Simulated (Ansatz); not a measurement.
# Ge under compression and expansion

```
Ge
1.0
     0.00000    2.82877    2.82877
     2.82877    0.00000    2.82877
     2.82877    2.82877    0.00000
Ge
2
Direct
  0.50000 0.50000 0.50000
  0.75000 0.75000 0.75000
```

Conventional cell: a = 5.658 Å, b = 5.658 Å, c = 5.658 Å, α = 90.00°, β = 90.00°, γ = 90.00°. Around Ge (atom 1) lie 4 Ge at 2.45 Å.

The structure is an experimental refinement, used without relaxation.

All numbers are computed: DFT, PBE, all-electron LAPW, scalar-relativistic (Ansatz 0.2.0); DFT, PBE, PAW with Ansatz's default frozen-core files, scalar-relativistic (Ansatz 0.2.0).

For LAPW: a Γ-centred 10×10×10 k mesh, Fermi–Dirac smearing of 0.05 eV, basis error target 0.25 meV/atom, no spin polarisation. PAW takes a cutoff of 420 eV at this cell. The Ansatz runs share mesh, smearing and spin set-up. Plane-wave (PAW) pressures include the program's estimate of the Pulay term.

The cell above is scaled evenly, with fractional coordinates and shape held.

Task: Estimate the equilibrium volume and bulk modulus that full-potential LAPW gives for this fixed shape.

Result: V0 = 23.91 Å³/atom, B0 = 58 GPa, B0′ = 4.9, from a third-order Birch–Murnaghan fit to these pressures:
| V/V(cell) | V (Å³/atom) | P, LAPW (GPa) | P, PAW (GPa) | free energy over the lowest listed, PAW (meV/atom) |
| --- | --- | --- | --- | --- |
| 0.9400 | 21.278 | 9.04 | 9.06 | 66.2 |
| 0.9600 | 21.730 | 7.03 | 7.04 | 43.5 |
| 0.9800 | 22.183 | 5.23 | 5.24 | 26.2 |
| 0.9900 | 22.409 | 4.42 | 4.42 | 19.4 |
| 1.0000 | 22.636 | 3.65 | 3.65 | 13.7 |
| 1.0100 | 22.862 | 2.92 | 2.93 | 9.1 |
| 1.0200 | 23.088 | 2.23 | 2.23 | 5.4 |
| 1.0400 | 23.541 | 0.94 | 0.94 | 1.0 |
| 1.0600 | 23.994 | -0.21 | -0.21 | 0.0 |

PAW's V0 lies 0.00 % from the all-electron value and its B0 0.1 %. Symmetry fixes shape and coordinates here, so this is the relaxed modulus.
